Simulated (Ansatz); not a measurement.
Write the native input for Ansatz 0.2.0 that does the following.

* Task: atomic charges
* Functional: r2SCAN
* Potentials or basis: Ansatz PAW
* Cutoff: 500 eV (not typed: the program's choice for these potentials)
* k mesh: 9 × 9 × 9
* Occupations: fixed
* Spin: no spin polarisation

Crystal: YN.

```
Y N
1.0
     0.00000    2.43850    2.43850
     2.43850    0.00000    2.43850
     2.43850    2.43850    0.00000
Y N
1 1
Direct
  0.00000 0.00000 0.00000
  0.50000 0.50000 0.50000
```

One way to write it, as run:

input.yaml

```yaml
crystal:
  lattice:
    - [0.0, 2.4385, 2.4385]
    - [2.4385, 0.0, 2.4385]
    - [2.4385, 2.4385, 0.0]
  atoms:
    - { symbol: "Y", position: [0.0, 0.0, 0.0] }
    - { symbol: "N", position: [0.5, 0.5, 0.5] }
hamiltonian:
  xc: r2scan
  pseudopotentials: { kind: paw }
kpoints:
  mp_grid: { grid: [9, 9, 9] }
scf:
  occupations: { method: fixed }
output:
  forces: true
  stress: true
  eigenvalues: true
  bader: true
  populations: intrinsic
```

Potentials or basis: Ansatz PAW.

Launch:

```console
$ ansatz run input.yaml --threads 2 --pin off --max-ram 5120MiB --backend cpu --events-out ev --progress --plain --runs-dir out
```

It gave:

```yaml
Pressure: 2.0 GPa
Band_gap_on_the_k_mesh: 0.62 eV, indirect (least direct gap 1.03 eV)
Bader_charges: Y +1.96; N -1.96 e
```

Caveat: odd divisions of the mesh miss points on the zone boundary, where band edges often lie, so the gap on the mesh can be too wide; the PAW data sets come from PBE, with cores solved anew for the run's functional, which leaves a small shift of forces and pressure.

Wall time 6.8 s on 2 threads of Arm Neoverse V1, on a shared host, peak memory 0.37 GiB.
